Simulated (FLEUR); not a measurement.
Here is a FLEUR MaX-R8.1 (patched build s14) calculation.

The input inp.xml:

```xml
<?xml version="1.0" encoding="UTF-8" standalone="no"?>
<fleurInput fleurInputVersion="0.39">
   <comment>
      InSe                                                                                                
   </comment>
   <calculationSetup>
      <cutoffs Kmax="3.8" Gmax="11.8" GmaxXC="11.8" numbands="0"/>
      <scfLoop itmax="60" minDistance="0.00001" maxIterBroyd="15" imix="Anderson" alpha="0.05" precondParam="0.0" spinf="2.0"/>
      <coreElectrons ctail="T" frcor="F" kcrel="0" coretail_lmax="0"/>
      <xcFunctional name="pbe" relativisticCorrections="F"/>
      <magnetism jspins="1"/>
      <soc l_soc="F" theta="0.0" phi="0.0" spav="F"/>
      <expertModes spex="0" secvar="F"/>
      <geometryOptimization l_f="T" forcealpha="1.0" forcemix="BFGS" epsdisp="0.0005" epsforce="0.0002"/>
      <ldaU l_linMix="F" mixParam="0.05" spinf="1.0"/>
   </calculationSetup>
   <cell>
      <bzIntegration valenceElectrons="74.0" mode="hist" fermiSmearingEnergy="0.00183747">
         <kPointListSelection listName="default-1"/>
         <!-- k-points included here -->
         <xi:include xmlns:xi="http://www.w3.org/2001/XInclude" href="kpts.xml"> </xi:include>
      </bzIntegration>
      <!-- symmetry operations included here -->
      <xi:include xmlns:xi="http://www.w3.org/2001/XInclude" href="sym.xml"> </xi:include>
      <bulkLattice scale="1.0">
         <bravaisMatrix>
            <row-1>    3.7794522491999998     2.1820677735041651    15.9492884916239976</row-1>
            <row-2>   -3.7794522491999998     2.1820677735041651    15.9492884916239976</row-2>
            <row-3>    0.0000000000000000    -4.3641355470083303    15.9492884916239976</row-3>
         </bravaisMatrix>
      </bulkLattice>
   </cell>
   <atomSpecies>
      <species name="Indium (In)" element="In" atomicNumber="49">
         <mtSphere radius="2.3" gridPoints="783" logIncrement="0.016"/>
         <atomicCutoffs lmax="9" lnonsphr="7"/>
         <electronConfig flipSpins="F">
            <coreConfig>(1s1/2) (2s1/2) (2p1/2) (2p3/2) (3s1/2) (3p1/2) (3p3/2) (3d3/2) (3d5/2)</coreConfig>
            <valenceConfig>(4s1/2) (4p1/2) (4p3/2) (5s1/2) (4d3/2) (4d5/2) (5p1/2) (5p3/2)</valenceConfig>
            <stateOccupation state="(5p1/2)" spinUp="0.166667" spinDown="0.166667"/>
            <stateOccupation state="(5p3/2)" spinUp="0.333333" spinDown="0.333333"/>
         </electronConfig>
         <energyParameters s="5" p="5" d="4" f="4"/>
         <lo type="SCLO" l="0" n="4" eDeriv="0"/>
         <lo type="SCLO" l="1" n="4" eDeriv="0"/>
         <lo type="SCLO" l="1" n="4" eDeriv="1"/>
         <lo type="SCLO" l="2" n="4" eDeriv="2"/>
         <lo type="SCLO" l="3" n="4" eDeriv="2"/>
      </species>
      <species name="Selenium (Se)" element="Se" atomicNumber="34">
         <mtSphere radius="2.17" gridPoints="741" logIncrement="0.017"/>
         <atomicCutoffs lmax="9" lnonsphr="7"/>
         <electronConfig flipSpins="F">
            <coreConfig>(1s1/2) (2s1/2) (2p1/2) (2p3/2) (3s1/2) (3p1/2) (3p3/2)</coreConfig>
            <valenceConfig>(3d3/2) (3d5/2) (4s1/2) (4p1/2) (4p3/2)</valenceConfig>
            <stateOccupation state="(4p1/2)" spinUp="0.666667" spinDown="0.666667"/>
            <stateOccupation state="(4p3/2)" spinUp="1.333333" spinDown="1.333333"/>
         </electronConfig>
         <energyParameters s="4" p="4" d="4" f="4"/>
         <lo type="SCLO" l="2" n="3" eDeriv="0"/>
         <lo type="SCLO" l="0" n="4" eDeriv="2"/>
         <lo type="SCLO" l="1" n="4" eDeriv="2"/>
         <lo type="SCLO" l="3" n="4" eDeriv="2"/>
      </species>
   </atomSpecies>
   <atomGroups>
      <atomGroup species="Indium (In)">
         <relPos label="                   1">-.1114000000 -.1114000000 -.1114000000</relPos>
         <force calculate="T" relaxXYZ="TTT"/>
      </atomGroup>
      <atomGroup species="Indium (In)">
         <relPos label="                   2">.0000000000 .0000000000 .0000000000</relPos>
         <force calculate="T" relaxXYZ="TTT"/>
      </atomGroup>
      <atomGroup species="Selenium (Se)">
         <relPos label="                   3">.1719000000 .1719000000 .1719000000</relPos>
         <force calculate="T" relaxXYZ="TTT"/>
      </atomGroup>
      <atomGroup species="Selenium (Se)">
         <relPos label="                   4">.3835000000 .3835000000 .3835000000</relPos>
         <force calculate="T" relaxXYZ="TTT"/>
      </atomGroup>
   </atomGroups>
   <output dos="F" band="F" slice="F">
      <checks vchk="F" cdinf="F"/>
      <bandDOS minEnergy="-.5*Htr" maxEnergy="0.5*Htr" sigma="0.015" storeEVData="T"/>
      <vacuumDOS vacdos="F" integ="F" star="F" nstars="0" locx1="0.0" locy1="0.0" locx2="0.0" locy2="0.0" nstm="0" tworkf="0.0"/>
      <unfoldingBand unfoldBand="F" supercellX="1" supercellY="1" supercellZ="1"/>
      <plotting iplot="0" polar="F">
         <plot TwoD="T" vec1="  1.0  0.0  0.0" vec2="  0.0  1.0  0.0" vec3="  0.0  0.0  1.0" zero="  0.0  0.0  0.0" file="plot"/>
      </plotting>
      <chargeDensitySlicing numkpt="0" minEigenval="0.0" maxEigenval="0.0" nnne="0" pallst="F"/>
      <specialOutput eonly="F"/>
      <magneticCircularDichroism mcd="F" energyLo="-10.0" energyUp="0.0"/>
   </output>
  <!-- We include the file relax.xml here to enable relaxations (see documentation) -->
  <xi:include xmlns:xi="http://www.w3.org/2001/XInclude" href="relax.xml"> <xi:fallback/> </xi:include>
</fleurInput>
```

crystal.txt

```
InSe
&input cartesian=F /
2.0000000000  1.1547005384  8.4400000000
-2.0000000000  1.1547005384  8.4400000000
0.0000000000  -2.3094010768  8.4400000000
1.8897261246
1.0 1.0 1.0

4
49 0.8886000000  0.8886000000  0.8886000000
49 0.0000000000  0.0000000000  0.0000000000
34 0.1719000000  0.1719000000  0.1719000000
34 0.3835000000  0.3835000000  0.3835000000

&kpt div1=8 div2=8 div3=8 gamma=T /
```

Potentials or basis: all-electron, FLAPW.

Launch:

```sh
$ inpgen -f crystal.txt -profile fastHighL
$ # inp.xml edited to the form shown
$ fleur
```

Q: Predict the largest force.

A: 0.368 eV/Å.

Q: Estimate the band gap on the k mesh.

A: 0.44 eV, direct.

Forces in eV/Å, atoms in the order of the input:
```
In   0.000  0.000  0.368
In   0.000  0.000 -0.352
Se   0.000  0.000 -0.256
Se   0.000  0.000  0.240
```

Caveat: spin-orbit coupling is left out, which moves the levels of the heavy elements.

**The experiment to reproduce.**

“The Interaction of Hydrogen with the van der Waals Crystal γ-InSe”, 2020, pmc:7321205 reports, for a bulk crystal of InSe at 300 K: band gap 1.25 eV.

Measured gap of InSe: 1.25 eV (300 K; “The Interaction of Hydrogen with the van der Waals Crystal γ-InSe”, 2020, pmc:7321205). This calculation gives 0.44 eV (-0.81 eV). Spin-orbit coupling on In, Se is left out. The value is that of PBE on a finite k mesh, which can miss the band edges, without temperature or zero-point motion. Semilocal functionals fall short of measured gaps as a rule.
